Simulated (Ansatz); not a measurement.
**17O NMR of the central transition in SnO2**

Cell: a computed structure from the Materials Project (it need not be an observed phase), atoms as given.

Space group Pnnm (No. 58); a = 4.7880, b = 4.8666, c = 3.2409 Å.

```csv
site,Wyckoff,site symmetry,x,y,z
Sn,2a,..2/m,0.5000,0.5000,0.5000
O,4g,..m,0.2919,0.3210,0.0000
```

One atom of each set is listed.

Level of theory: DFT, PBE, plane waves and PAW, scalar-relativistic, 420 eV cutoff, Γ-centred 7×7×10 k-points, Fermi–Dirac smearing 0.01 eV (Ansatz 0.2.0).

17O has I = 5/2 and Q = -25.58 mb (Pyykkö 2018); at 21.1 T its Larmor frequency is ν₀ = 121.8 MHz. Only the quadrupole interaction is simulated: positions count from each site's isotropic chemical shift, and J coupling is left out, as are shift anisotropy and dipolar coupling, which fast spinning averages.

(1) Simulate the second-order pattern (fast magic-angle spinning, Gaussian broadening 0.1 kHz) of site O (3 Sn at 2.09–2.10 Å).

Results:

(1) The calculation gives C_Q = 6.94 MHz and η = 0.13, so ν_Q = 1.04 MHz and the centre of gravity lies at -19.6 ppm (-2.39 kHz).

```tsv
offset (kHz)	height
-6.209	0
-6.019	1
-5.829	6
-5.639	6
-5.449	6
-5.259	6
-5.069	6
-4.878	7
-4.688	7
-4.498	7
-4.308	7
-4.118	8
-3.928	29
-3.738	57
-3.548	84
-3.358	61
-3.168	51
-2.978	46
-2.788	44
-2.597	43
-2.407	43
-2.217	43
-2.027	45
-1.837	47
-1.647	51
-1.457	57
-1.267	71
-1.077	100
-0.887	73
-0.697	47
-0.507	1
-0.316	0
```

At O V_zz stands upright on the plane through its three neighbours (within 1°).

Without spin–orbit coupling (the program notes it for Sn) the gradients can shift somewhat, as the gap is small.
